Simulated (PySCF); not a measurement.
# Polarisability of `CCC[NH3+]`

Compound: C3H10N (charge +1).
Structure used (PBE0-D3(BJ)/def2-SVP), in Å, numbered top down from 1:
```xyz
14
C3H10N angstrom
C     -1.537    0.329   -0.085
C     -0.668   -0.552    0.800
C      0.727   -0.014    1.043
N      1.492    0.116   -0.247
H     -1.625    1.350    0.318
H     -2.554   -0.082   -0.154
H     -1.173    0.397   -1.125
H     -0.606   -1.579    0.398
H     -1.130   -0.658    1.794
H      1.322   -0.669    1.694
H      0.708    0.992    1.488
H      1.614   -0.798   -0.705
H      0.987    0.717   -0.912
H      2.427    0.520   -0.110
```

Level: wB97X-D/def2-SVPD (PySCF), static field, nuclei fixed, core orbitals frozen in the response. The polarisability tensor in these axes (au):

```
x   47.42  0.10 -0.03
y    0.10 40.27 -1.08
z   -0.03 -1.08 41.98
```

Give the principal values, the mean and the anisotropy Δα = √{½[(α1 − α2)² + (α2 − α3)² + (α1 − α3)²]}.

Principal values 39.75, 42.50 and 47.42 au; mean 43.22 au = 6.40 Å³ = 7.13 × 10⁻⁴⁰ C²·m²/J; Δα = 6.73 au (16 % of the mean).

Rayleigh depolarisation ratio (linearly polarised light, static tensor)?

ρ = 3Δα²/(45ᾱ² + 4Δα²) = 136.0/(84063 + 181.3) = 0.00161.

Sum over states: ᾱ = Σ f/ω², ω in Eh. What share falls to these 10 lowest TDDFT singlets (eV, f)? 9.03, 0.0021; 9.31, 0.0189; 9.51, 0.0123; 10.34, 0.0594; 10.56, 0.0112; 10.63, 0.0410; 10.73, 0.0926; 10.85, 0.0314; 10.91, 0.0137; 10.99, 0.0529.

They add up to 2.24 au, 5.2 % of the 43.22 au; the largest single term is 0.60 au, from the state at 10.73 eV. Terms in order: 0.02, 0.16, 0.10, 0.41, 0.07, 0.27, 0.60, 0.20, 0.09, 0.32 au. Higher excitations give the rest. The strengths listed sum to 0.336.

Directions of the eigenvectors, and the extent of the frame along each?

Largest value along (1.00, 0.01, -0.01), where the nuclei span 4.99 Å; middle along (0.01, -0.43, 0.90), 3.09 Å; least along (-0.01, 0.90, 0.43), 2.78 Å. The response follows the extents in order.

One conformer (not necessarily the lowest) at the PBE0-D3(BJ)/def2-SVP geometry, without solvent, vibrations or thermal averaging.

These values come from a run that also computed excited states and ΔSCF ions. Time: 2.1 min wall. Hardware: an Arm Neoverse V1 with one thread, no GPU, on a shared host.

Note: wB97X-D ran without an empirical dispersion term, which enters the total energy and its gradient alone.
